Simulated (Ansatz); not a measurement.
The system is HfN.

```xyz
2
Lattice="2.8250 0.0000 0.0000 0.0000 2.8250 0.0000 0.0000 0.0000 2.8250" Properties=species:S:1:pos:R:3 pbc="T T T"
Hf    1.4125    1.4125    1.4125
N     0.0000    0.0000    0.0000
```

The cell was built by a generator and needn't be a form met in nature.

Base run:

- Program: Ansatz 0.2.0
- Functional: r2SCAN
- Potentials or basis: Ansatz PAW
- Cutoff: 500 eV (not typed: the program's choice for these potentials)
- k mesh: 9 × 9 × 9
- Occupations: fermi-dirac, width 0.05 eV
- Spin: no spin polarisation
- Hubbard terms: Hf d U = 2 eV

Its results: band gap on the k mesh none (metal or under the smearing width); pressure -2.1 GPa.

Task: The run is repeated on the same cell with these changes: hubbard terms from Hf d U = 2 eV to Hf d U = 5 eV. What comes out?

Result: Band gap on the k mesh none (metal or under the smearing width); pressure 3.3 GPa.

Caveats: U without spin polarisation on a metal has little footing; the PAW data sets come from PBE, with cores solved anew for the run's functional, which leaves a small shift of forces and pressure; the density of states is complete only up to the lowest level of the last band computed.
